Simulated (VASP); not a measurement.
# Sn2Ge (P-3m1) in VASP: density of states with PBE

Aim: the density of states of Sn2Ge with PBE.

All numbers are computed with VASP 6.6.1; they aren't measurements. Logs are shortened: lines on timing, memory, paths and dates and some standing lists are left out, and cuts for length are marked.

### Step 1. The structure

It takes space group P-3m1 (No. 164, trigonal). The conventional cell has a = 4.499 Å, b = 4.499 Å, c = 11.041 Å, α = 90.00°, β = 90.00°, γ = 120.00°. Around Sn (site symmetry 3m) lie 3 Ge at 2.73 Å and 1 Sn at 2.87 Å. Around Sn (site symmetry 3m) lie 4 Sn at 2.81 to 2.87 Å. Ge (site symmetry 3m) has 1 Ge at 2.51 Å and 3 Sn at 2.73 Å as nearest neighbours.

The cell was built by a generator and needn't be a form met in nature.

### Step 2. Density of states, PBE

The input, POSCAR:

```
Sn2Ge
1.0
    4.4987930000      0.0000000000      0.0000000000
   -2.2493960000      3.8960690000      0.0000000000
    0.0000000000      0.0000000000     11.0405200000
Sn Ge
4 2
Direct
    0.3333330000      0.6666670000      0.8094170000
    0.6666670000      0.3333330000      0.1905830000
    0.3333330000      0.6666670000      0.5490820000
    0.6666670000      0.3333330000      0.4509180000
    0.0000000000      0.0000000000      0.8864490000
    0.0000000000      0.0000000000      0.1135510000
```

The input, INCAR.step1:

```
SYSTEM = Sn2Ge
  ALGO = Normal
  EDIFF = 1E-7
  ENCUT = 520
  GGA = PE
  ISIF = 2
  ISMEAR = 0
  KPAR = 4
  LASPH = .True.
  LCHARG = .True.
  LREAL = .False.
  LWAVE = .False.
  NBANDS = 51
  NELM = 80
  PREC = Accurate
  SIGMA = 0.1
```

The input, KPOINTS.step1:

```
k-points
0
Gamma
  8 8 4
  0 0 0
```

The input, INCAR.step2:

```
SYSTEM = Sn2Ge
  ALGO = Normal
  EDIFF = 1E-7
  ENCUT = 520
  GGA = PE
  ICHARG = 11
  ISIF = 2
  ISMEAR = -5
  KPAR = 4
  LASPH = .True.
  LCHARG = .False.
  LORBIT = 10
  LREAL = .False.
  LWAVE = .False.
  NBANDS = 51
  NEDOS = 1001
  NELM = 80
  PREC = Accurate
  SIGMA = 0.1
```

The input, KPOINTS.step2:

```
k-points
0
Gamma
  12 12 6
  0 0 0
```

Potentials or basis: VASP PAW PBE potentials, release 64 (Sn_d, Ge_d).

On the command line:

```bash
$ cat potpaw_PBE.64/Sn_d/POTCAR potpaw_PBE.64/Ge_d/POTCAR > POTCAR
$ cp INCAR.step1 INCAR
$ cp KPOINTS.step1 KPOINTS
$ mpirun -np 4 vasp_std > vasp.out
$ cp INCAR.step2 INCAR
$ cp KPOINTS.step2 KPOINTS
$ mpirun -np 4 vasp_std > vasp.out
```

OUTCAR:

```text
SYSTEM = Sn2Ge
   EDIFF = 1E-7
   ENCUT = 520
   GGA = PE
   ICHARG = 11
   ISIF = 2
   ISMEAR = -5
   LASPH = .True.
   LORBIT = 10
   LREAL = .False.
   NELM = 80
   PREC = Accurate

 ion  position               nearest neighbor table
   1  0.333  0.667  0.809-   5 2.73   5 2.73   5 2.73   3 2.87
   2  0.667  0.333  0.191-   6 2.73   6 2.73   6 2.73   4 2.87
   3  0.333  0.667  0.549-   4 2.81   4 2.81   4 2.81   1 2.87
   4  0.667  0.333  0.451-   3 2.81   3 2.81   3 2.81   2 2.87
   5  0.000  0.000  0.886-   6 2.51   1 2.73   1 2.73   1 2.73
   6  0.000  0.000  0.114-   5 2.51   2 2.73   2 2.73   2 2.73

  LATTYP: Found a hexagonal cell.
 ALAT       =     4.4987930000
 C/A-ratio  =     2.4541071350

  Lattice vectors:

 A1 = (   4.4987930000,   0.0000000000,   0.0000000000)
 A2 = (  -2.2493960000,   3.8960690000,   0.0000000000)
 A3 = (   0.0000000000,   0.0000000000,  11.0405200000)

Analysis of symmetry for initial positions (statically):
=====================================================================
 Subroutine PRICEL returns:
 Original cell was already a primitive cell.

 Routine SETGRP: Setting up the symmetry group for a
 hexagonal supercell.

 Subroutine GETGRP returns: Found 12 space group operations
 (whereof 12 operations were pure point group operations)
 out of a pool of 24 trial point group operations.

The static configuration has the point symmetry D_3d.

Analysis of symmetry for dynamics (positions and initial velocities):
=====================================================================
 Subroutine PRICEL returns:
 Original cell was already a primitive cell.

 Routine SETGRP: Setting up the symmetry group for a
 hexagonal supercell.

 Subroutine GETGRP returns: Found 12 space group operations
 (whereof 12 operations were pure point group operations)
 out of a pool of 24 trial point group operations.

The dynamic configuration has the point symmetry D_3d.

 Subroutine INISYM returns: Found 12 space group operations
 (whereof 12 operations are pure point group operations),
 and found     1 'primitive' translations

----------------------------------------------------------------------------------------

                                     Primitive cell

  volume of cell :     193.5139

  direct lattice vectors                    reciprocal lattice vectors
     4.498793000  0.000000000  0.000000000     0.222281843  0.128334454  0.000000000
    -2.249396000  3.896069000  0.000000000     0.000000000  0.256668966  0.000000000
     0.000000000  0.000000000 11.040520000     0.000000000  0.000000000  0.090575444

  length of vectors
     4.498793000  4.498792729 11.040520000     0.256668950  0.256668966  0.090575444

  position of ions in fractional coordinates (direct lattice)
     0.333333000  0.666667000  0.809417000
     0.666667000  0.333333000  0.190583000
     0.333333000  0.666667000  0.549082000
     0.666667000  0.333333000  0.450918000
     0.000000000  0.000000000  0.886449000
     0.000000000  0.000000000  0.113551000

  ion indices of the primitive-cell ions
   primitive index   ion index
                 1           1
                 2           2
                 3           3
                 4           4
                 5           5
                 6           6

----------------------------------------------------------------------------------------

 KPOINTS: k-points

Automatic generation of k-mesh.
 Grid dimensions read from file:
 generate k-points for:   12   12    6

 Generating k-lattice:

  Cartesian coordinates                     Fractional coordinates (reciprocal lattice)
     0.018523487  0.010694538  0.000000000     0.083333333 -0.000000000  0.000000000
     0.000000000  0.021389080  0.000000000     0.000000000  0.083333333  0.000000000
     0.000000000  0.000000000  0.015095907     0.000000000  0.000000000  0.166666667

  Length of vectors
     0.021389079  0.021389080  0.015095907

  Shift w.r.t. Gamma in fractional coordinates (k-lattice)
     0.000000000  0.000000000  0.000000000

 TETIRR: Found   1229 inequivalent tetrahedra from     5184

 Subroutine IBZKPT returns following result:
 ===========================================

 Found    100 irreducible k-points:

 Following reciprocal coordinates:
            Coordinates               Weight
  0.000000  0.000000  0.000000      1.000000
  0.083333  0.000000  0.000000      6.000000
  0.166667  0.000000  0.000000      6.000000
  0.250000  0.000000  0.000000      6.000000
  0.333333  0.000000  0.000000      6.000000
  0.416667  0.000000  0.000000      6.000000
[... 16 lines left out ...]
  0.166667  0.000000  0.166667      6.000000
  0.000000  0.166667  0.166667      6.000000
 [... further k-points ...]
   k-points           NKPTS =    100   k-points in BZ     NKDIM =    100   number of bands    NBANDS=     51
   number of dos      NEDOS =   1001   number of ions     NIONS =      6
   total plane-waves  NPLWV = 108864
   dimension x,y,z NGX =    36 NGY =   36 NGZ =   84
   dimension x,y,z NGXF=    72 NGYF=   72 NGZF=  168
   ions per type =               4   2
   NGX,Y,Z   is equivalent  to a cutoff of  13.30, 13.30, 12.65 a.u.
   NGXF,Y,Z  is equivalent  to a cutoff of  26.61, 26.61, 25.30 a.u.
 SYSTEM =  Sn2Ge
   PREC   = accura    normal or accurate (medium, high low for compatibility)
   ISTART =      0    job   : 0-new  1-cont  2-samecut
   ICHARG =     11    charge: 1-file 2-atom 10-const
   ISPIN  =      1    spin polarized calculation?
   LNONCOLLINEAR =      F non collinear calculations
   LSORBIT =      F    spin-orbit coupling
   LASPH  =      T    aspherical Exc in radial PAW
   ENCUT  =  520.0 eV  38.22 Ry    6.18 a.u.   8.36  8.36 20.53*2*pi/ulx,y,z
   NELM   =     80;   NELMIN=  2; NELMDL=  0     # of ELM steps
   EDIFF  = 0.1E-06   stopping-criterion for ELM
   LREAL  =      F    real-space projection
   EDIFFG = 0.1E-05   stopping-criterion for IOM
   NSW    =      0    number of steps for IOM
   IBRION =     -1    ionic relax: 0-MD 1-quasi-New 2-CG
   NFREE  =      0    steps in history (QN), initial steepest desc. (CG)
   ISIF   =      2    stress and relaxation
   ISYM   =      2    0-nonsym 1-usesym 2-fastsym
   POTIM  = 0.5000    time-step for ionic-motion
   TEBEG  =    0.0;   TEEND  =   0.0 temperature during run
   PSTRESS=    0.0 pullay stress
   NELECT =      84.0000    total number of electrons
   NUPDOWN=      -1.0000    fix difference up-down
   EMIN   =  10.00;   EMAX   =-10.00  energy-range for DOS
   EFERMI =   0.00;   METHOD = LEGACY
   ISMEAR =    -5;   SIGMA  =   0.10  broadening in eV -4-tet -1-fermi 0-gaus
   EFERMI_NEDOS =   21; number of points for ismear=-14 and -15
   IALGO  =     38    algorithm
   IMIX   =      4    mixing-type and parameters
     AMIX     =   0.40;   BMIX     =  1.00
     AMIX_MAG =   1.60;   BMIX_MAG =  1.00
  volume/ion in A,a.u.               =      32.25       217.65
  Fermi-wavevector in a.u.,A,eV,Ry     =   1.239549  2.342409 20.905119  1.536483
  Thomas-Fermi vector in A             =   2.374028
   LORBIT       =     10    0 simple, 1 ext, 2 COOP (PROOUT), +10 PAW based schemes
   GGA     = PE    functional components
   LHFCALC =     F    Hartree Fock is set to
   AEXX    =    0.0000 exact exchange contribution
   IVDW    =     0    specifies the selected vdW correction
   LEPSILON=     F    determine dielectric tensor
   LRPA    =     F    only Hartree local field effects (RPA)
 non-spin polarized calculation
 Fermi weights with tetrahedron method with Bloechl corrections
  energy-cutoff  :      520.00
  volume of cell :      193.51
 maximum number of plane-waves:      5268
 NGX is ok and might be reduce to    36

 number of electron      84.0000031 magnetization

 Free energy of the ion-electron system (eV)
  ---------------------------------------------------
  ext. energy  EPLUGINS =         0.00000000
  ---------------------------------------------------
  free energy    TOTEN  =       -24.20860372 eV

  energy without entropy =      -24.20860372  energy(sigma->0) =      -24.20860372

 E-fermi :   4.8880     XC(G=0):  -8.8840

 val. band max:        4.9200174467   @ k =   0.0833   0.0000   0.1667
 cond. band min:       4.7088059993   @ k =   0.5000   0.0000   0.5000
 fundamental gap:     -0.2112114473
 Fermi energy:         4.8880119966

 k-point     1 :       0.0000    0.0000    0.0000
  band No.  band energies     occupation
      1     -19.8407      2.00000
      2     -19.7737      2.00000
      3     -19.7737      2.00000
      4     -19.7568      2.00000
      5     -19.7568      2.00000
      6     -19.7457      2.00000
[... 43 lines left out ...]
     50       8.0192      0.00000
     51       8.3836      0.00000

 k-point     2 :       0.0833    0.0000    0.0000
  band No.  band energies     occupation
      1     -19.8407      2.00000
      2     -19.7737      2.00000
      3     -19.7737      2.00000
      4     -19.7568      2.00000
      5     -19.7568      2.00000
      6     -19.7457      2.00000
[... 43 lines left out ...]
     50       8.1061      0.00000
     51       8.3685      0.00000

 k-point     3 :       0.1667    0.0000    0.0000
  band No.  band energies     occupation
      1     -19.8408      2.00000
      2     -19.7738      2.00000
      3     -19.7737      2.00000
      4     -19.7568      2.00000
      5     -19.7567      2.00000
      6     -19.7457      2.00000
[... 43 lines left out ...]
     50       8.4591      0.00000
     51       8.5564      0.00000
[... 1027 lines left out ...]
 k-point    23 :       0.1667    0.0000    0.1667
  band No.  band energies     occupation
      1     -19.8408      2.00000
      2     -19.7738      2.00000
      3     -19.7736      2.00000
      4     -19.7568      2.00000
      5     -19.7567      2.00000
      6     -19.7457      2.00000
[... 43 lines left out ...]
     50       8.4632      0.00000
     51       8.6685      0.00000

 k-point    24 :       0.0000    0.1667    0.1667
  band No.  band energies     occupation
      1     -19.8408      2.00000
      2     -19.7738      2.00000
      3     -19.7736      2.00000
      4     -19.7568      2.00000
      5     -19.7567      2.00000
      6     -19.7457      2.00000
[... 43 lines left out ...]
     50       8.3055      0.00000
     51       8.5184      0.00000

 [... further k-points ...]
[... 5 lines left out ...]
  --------------------------------------------------------------------------------------
  -------------------------------------------------------------------------------------
  Total       -0.2034457     -0.2034457     -0.2096218     -0.0000000      0.0000000      0.0000000
  in kB       -1.6844068     -1.6844068     -1.7355406     -0.0000002      0.0000000      0.0000000
  external PRESSURE =      -1.7014514 kB  Pullay stress =       0.0000000 kB

 VOLUME and BASIS-vectors are now :
 -----------------------------------------------------------------------------
  energy-cutoff  :      520.00
  volume of cell :      193.51
      direct lattice vectors                 reciprocal lattice vectors
     4.498793000  0.000000000  0.000000000     0.222281843  0.128334454  0.000000000
    -2.249396000  3.896069000  0.000000000     0.000000000  0.256668966  0.000000000
     0.000000000  0.000000000 11.040520000     0.000000000  0.000000000  0.090575444

 POSITION                                       TOTAL-FORCE (eV/Angst)
 -----------------------------------------------------------------------------------
     -0.00000      2.59738      8.93638         0.000000     -0.000000     -0.021786
      2.24940      1.29869      2.10414        -0.000000      0.000000      0.021786
     -0.00000      2.59738      6.06215        -0.000000      0.000000     -0.035745
      2.24940      1.29869      4.97837         0.000000     -0.000000      0.035745
      0.00000      0.00000      9.78686         0.000000     -0.000000      0.022814
      0.00000      0.00000      1.25366         0.000000      0.000000     -0.022814
 -----------------------------------------------------------------------------------
    total drift:                                0.000000     -0.000000      0.000000

  FREE ENERGIE OF THE ION-ELECTRON SYSTEM (eV)
  ---------------------------------------------------
  free  energy   TOTEN  =       -24.2086037207 eV

  energy  without entropy=      -24.2086037207  energy(sigma->0) =      -24.20860372

 total charge

# of ion       s       p       d       tot
------------------------------------------
    1        1.170   1.124   9.971  12.264
    2        1.170   1.124   9.971  12.264
    3        1.167   1.209   9.967  12.342
    4        1.167   1.209   9.967  12.342
    5        1.157   1.134   9.997  12.289
    6        1.157   1.134   9.997  12.289
--------------------------------------------------
tot          6.988   6.934  59.869  73.791
```

Wall time 3.8 min (4 MPI ranks of Intel Xeon Platinum 8488C (Sapphire Rapids), shared host); peak memory 0.84 GiB.

Results:

```yaml
Valence_electrons_inside_the_program's_atomic_spheres: Sn 12.26, 12.34; Ge 12.29
```

States per cell in windows of 1 eV (zero at the Fermi level; states under -8 eV left out):
```tsv
from (eV)	total	Sn1_p	Sn2_p	Ge5_p	Ge6_p	Sn3_p	Sn4_p
-8.0	1.29	0.02	0.02	0.02	0.02	0.02	0.02
-7.0	2.43	0.04	0.04	0.06	0.06	0.06	0.06
-6.0	1.45	0.03	0.03	0.03	0.03	0.05	0.05
-5.0	0.70	0.02	0.02	0.02	0.02	0.02	0.02
-4.0	2.06	0.15	0.15	0.16	0.16	0.09	0.09
-3.0	4.72	0.36	0.36	0.39	0.39	0.32	0.32
-2.0	4.43	0.36	0.36	0.32	0.32	0.45	0.45
-1.0	1.27	0.09	0.09	0.09	0.09	0.17	0.17
0.0	1.43	0.08	0.08	0.08	0.08	0.04	0.04
1.0	4.49	0.23	0.23	0.20	0.20	0.19	0.19
2.0	3.28	0.21	0.21	0.15	0.15	0.17	0.17
3.0	4.65	0.27	0.27	0.25	0.25	0.26	0.26
4.0	3.57	0.19	0.19	0.21	0.21	0.17	0.17
5.0	0.59	0.04	0.04	0.04	0.04	0.03	0.03
6.0	0.00	0.00	0.00	0.00	0.00	0.00	0.00
```

Caveat: tetrahedron occupations give inexact forces and stress in metals.
